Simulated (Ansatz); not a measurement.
# SrO (P1) in Ansatz: single point with PBE

Aim: the single point of SrO with PBE.

All numbers are computed with Ansatz 0.2.0; they aren't measurements. Logs are shortened: lines on timing, memory, paths and dates and some standing lists are left out, and cuts for length are marked.

### Step 1. The cell of the first run

The typed cell holds 2 atoms: a = 3.629 Å, b = 3.629 Å, c = 3.629 Å, α = 60.00°, β = 60.00°, γ = 60.00°.

### Step 2. Single point, PBE (atoms moved at random, drawn with an rms of 0.1 Å)

input.yaml

```yaml
crystal:
  lattice:
    - [0.0, 2.5663, 2.5663]
    - [2.5663, 0.0, 2.5663]
    - [2.5663, 2.5663, 0.0]
  atoms:
    - { symbol: Sr, position: [0.519277, 0.501217, 0.50359] }
    - { symbol: O, position: [-0.015376, 0.028021, -0.006603] }
kpoints:
  mp_grid: { grid: [6, 6, 6] }
scf:
  occupations: { method: fermi_dirac, width: 0.02 }
hamiltonian:
  xc: pbe
  pseudopotentials: { kind: all_electron, lapw: { basis_error: 0.003 } }
output:
  forces: true
  stress: true
  eigenvalues: true
```

Potentials or basis: all-electron LAPW, scalar-relativistic.

The run is started by

```console
ansatz run input.yaml --threads 1 --pin off --max-ram 3072MiB --backend cpu --events-out ev --progress --plain --runs-dir out
```

What it wrote:

```text
Warning: RAYON_NUM_THREADS=1 ignored (pool sized by the plan → 1); use --threads N
LAPW: plane waves up to 7.381 Å⁻¹, error target 3.0e-3 eV per atom; small_component_spin mean_spin; O in spheres of 1.178 Å, 6 of its electrons in bands, Dirac shells []; Sr in spheres of 1.273 Å, 28 of its electrons in bands, Dirac shells [] (how accurate: hamiltonian.pseudopotentials.lapw.basis_error, Limitations)
Engine: ansatz 0.2.0, x86_64-unknown-linux-gnu
Pseudopotentials: kind: all_electron
Pseudopotential: Sr, LAPW, valence charge 28, lapw/all_electron/scalar/gaussian/Sr, Koelling and Harmon's equation, gaussian nucleus
Pseudopotential: O, LAPW, valence charge 6, lapw/all_electron/scalar/gaussian/O, Koelling and Harmon's equation, gaussian nucleus
Functional definition: PBE
  parameter kappa = 0.804
  parameter beta = 0.06672455060314922
  exchange = pbe_x(kappa = kappa, mu = beta*pi^2/3)
  correlation = pbe_c(beta = beta)
Crystal: 2 atoms, lattice volume = 33.803 Å³
Basis set: ecut = 207.57138010406044 eV, 259 PW (Γ), exchange–correlation at level 2
Bands: 21, of which v1, the nominal top of the filled ones, is band 17 counted from 1 (16 counted from 0)
Symmetry: 1 space group operations
Space group: P1 (ITA 1), of the structure as read, at distance tolerance 3.2e-5 Å
k-points: 112 of 216 (time reversal used)
Non-local potential: Sr, projectors of the file, none
Non-local potential: O, projectors of the file, none
Initial density: superposition of atomic densities (chi_scale 0.1, normalization cell, long waves kept (reshape's long-wave potential 0.00 eV rms))
Initial wavefunctions: plane waves of lowest kinetic energy (no species holds an atomic orbital)
Functional: x = pbe(κ = 0.804, μ = 0.2195149727645171), c = pbe(β = 0.06672455060314922)
iter 1 solved again at ethr=9.20e-3 eV; its pass at ethr=1.00e-1 eV (dr2=3.13e0 eV) is discarded
SCF iter   1: F=—  HF=-88572.564494 eV  |F-HF|=—  |Δ(HF+E_count)|=         —  Δρ=7.74e-2  dr2=3.13e0  ethr=9.20e-3  ⟨swp⟩=2.0  Hψ=14822  notcnv=0
preconditioner: auto → none  [insulator: Δε(μ)=6.432 eV  Ē_g=17.370 eV  σ=0.020 eV  W_gap=1.00  n_scr=14 (ndim 8)  ℏωp=23.9 eV  f_vac=0.000  D(μ)=0.00/eV (n_scr^D=0)  ε∞_Penn≈2.9]
SCF iter   2: F=—  HF=-88571.865624 eV  |F-HF|=—  |Δ(HF+E_count)|=   6.99e-1  Δρ=4.48e-2  dr2=9.56e-1  ethr=9.20e-3  ⟨swp⟩=3.0  Hψ=7290  notcnv=0
SCF iter   3: F=—  HF=-88570.450065 eV  |F-HF|=—  |Δ(HF+E_count)|=    1.42e0  Δρ=1.96e-2  dr2=2.03e-1  ethr=2.81e-3  ⟨swp⟩=3.0  Hψ=7417  notcnv=0
SCF iter   4: F=—  HF=-88570.511027 eV  |F-HF|=—  |Δ(HF+E_count)|=         —  Δρ=1.83e-2  dr2=1.84e-1  ethr=5.97e-4  ⟨swp⟩=3.0  Hψ=7873  notcnv=0
the basis was enlarged: its passes take 36.8 KiB over the memory plan, 1 of 1 planned eigensolver slots
SCF iter   5: F=—  HF=-88570.435644 eV  |F-HF|=—  |Δ(HF+E_count)|=   7.54e-2  Δρ=6.60e-3  dr2=2.38e-2  ethr=5.40e-4  ⟨swp⟩=2.1  Hψ=6729  notcnv=0
iter 6 solved again at ethr=2.08e-7 eV; its pass at ethr=7.00e-5 eV (dr2=7.07e-5 eV) is discarded
SCF iter   6: F=—  HF=-88570.424571 eV  |F-HF|=—  |Δ(HF+E_count)|=   1.11e-2  Δρ=3.57e-4  dr2=7.05e-5  ethr=2.08e-7  ⟨swp⟩=3.0  Hψ=12183  notcnv=0
SCF iter   7: F=—  HF=-88570.424509 eV  |F-HF|=—  |Δ(HF+E_count)|=   6.15e-5  Δρ=9.48e-5  dr2=4.85e-6  ethr=2.07e-7  ⟨swp⟩=2.0  Hψ=6720  notcnv=0
SCF iter   8: F=-88570.424514 eV  HF=-88570.424514 eV  |F-HF|=3.99e-9  |Δ(HF+E_count)|=   4.80e-6  Δρ=7.32e-6  dr2=2.20e-8  ethr=1.43e-8  ⟨swp⟩=2.0  Hψ=6721  notcnv=0
SCF 1 converged in 8 iterations: F = -88570.424514 eV  dr2 = 2.20e-8
SCF converged after 8 iterations
Free energy (F): -88570.424514 eV
Harris-Foulkes:  -88570.424514 eV  (|F-HF|=3.99e-9)
Internal energy: -88570.424514 eV  (E = F + TS)
E sigma→0 (E₀):  -88570.424514 eV
Fermi energy:    11.131642 eV
--- Per-component energies (eV) ---
  E_band       = -3183.283623
  E_kinetic    = 91136.313381
  E_xc         = -3098.711361
  E_electrostatic = -176608.026534  (all electrons and nuclei)
  E_smearing   = -0.000000  (= −TS)
  E_closure    = 0.000000  (closes the sum)
  E_atoms      = -88558.394032  (free atoms, spherical and without spin; not in F)
  Σ components = -88570.424514   (vs F -88570.424514, Δ=0.00e0)
  Basis errors (estimates in eV, not in F): energy 1.2e-3 per atom: plane waves 1.1e-3 (6.3e-4 summed), levels above the bands 3.5e-150, relativity 1.5e-7, radial functions 3.7e-5, core shells 1.2e-7; eigenvalues (radial functions only) 2.2e-5; not estimated: angular momenta, meshes, grids; target (lapw.basis_error) 3.0e-3; muffin-tin radii O 1.178 Å, Sr 1.273 Å
--- Forces (eV/Å), atoms counted from 1 ---
  atom   1  Sr     0.09330915    -0.28101090    -0.04346917
  atom   2  O     -0.09330588     0.28100965     0.04346712
  max |Σ_I F_I| component: 3.27e-6 eV/Å
--- Stress (GPa, compression-positive) ---
        3.355635       0.080012       0.013282
        0.080012       4.657076      -0.037576
        0.013282      -0.037576       3.196735
  P = ⅓ Tr σ = 3.7365 GPa (37.365 kbar)
--- Band table (eV; the first three rows and the last of 112) ---
  k-point 0: bands = ["-315.1553", "-237.5254", "-237.5251", "-237.5244", "-109.4708", "-109.4702", "-109.4701", "-109.4664", "-109.4657", "-22.8024", "-5.6404", "-4.4356", "-4.4349", "-4.3983", "9.4268", "9.4291", "9.4386", "13.5110", "15.7538", "15.8071", "15.8222"]
  k-point 1: bands = ["-315.1553", "-237.5254", "-237.5251", "-237.5244", "-109.4708", "-109.4702", "-109.4701", "-109.4664", "-109.4657", "-22.7672", "-6.1717", "-4.4695", "-4.4567", "-3.9428", "8.7068", "9.1245", "9.1645", "14.6531", "15.5105", "16.2955", "16.3189"]
  k-point 2: bands = ["-315.1553", "-237.5254", "-237.5251", "-237.5244", "-109.4708", "-109.4702", "-109.4701", "-109.4664", "-109.4657", "-22.6956", "-6.8577", "-4.5079", "-4.4995", "-3.4396", "7.7269", "8.5938", "8.6221", "15.6707", "16.7716", "17.5541", "17.5757"]
  k-point 111: bands = ["-315.1553", "-237.5254", "-237.5251", "-237.5244", "-109.4708", "-109.4702", "-109.4701", "-109.4664", "-109.4657", "-22.6594", "-7.1285", "-4.5253", "-4.5204", "-3.2624", "7.3264", "8.3550", "8.3721", "16.0664", "17.7804", "18.3911", "18.5229"]
```

Run time: 21 s. Hardware: 1 thread of Intel Xeon at 2.70GHz, shared host; peak memory 0.32 GiB.

Results:

```
Free energy            : -88570.4245 eV
Pressure               : 3.7 GPa
Largest force          : 0.299 eV/Å
Band gap on the k mesh : 3.37 eV, indirect (least direct gap 3.41 eV)
```

Forces on the atoms (eV/Å):
```
Sr   0.093 -0.281 -0.043
O   -0.093  0.281  0.043
```

Stress tensor (GPa, compression positive):
```
 3.36  0.08  0.01
 0.08  4.66 -0.04
 0.01 -0.04  3.20
```

A k mesh can miss the band edges.
